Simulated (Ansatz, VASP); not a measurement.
# Ta: VASP beside Ansatz

```
Ta
1.0
     2.82396    0.00000    0.00000
     0.00000    2.82396    0.00000
     0.00000    0.00000    2.82396
Ta
1
Direct
  0.00000 0.00000 0.00000
```

Alike in both runs: task relaxation of cell and atoms; functional PBE; k mesh 13 × 13 × 13; occupations fermi-dirac, width 0.03 eV; no spin polarisation.

|  | VASP | Ansatz |
| --- | --- | --- |
| version | VASP 6.6.1 | Ansatz 0.2.0 |
| potentials or method | VASP PAW PBE potentials, release 64 (Ta_pv) | PAW with Ansatz's default frozen-core files, scalar-relativistic |
| plane-wave cutoff (eV) | 600 | 420 |
| valence electrons in the cell | 11 | 13 |

|  | VASP | Ansatz | Ansatz less VASP |
| --- | --- | --- | --- |
| relaxed volume (Å³/atom) | 20.62 | 20.61 | -0.011 |
| relaxed cell length with the largest relative difference (Å) | 2.742 | 2.742 | -0.0005 |
| energy change over the relaxation (meV/atom) | -68 | -69 | -0.8 |

The two sets of potentials don't hold the same shells in valence.

The runs have no spin-orbit coupling, so splittings on Ta are missing.
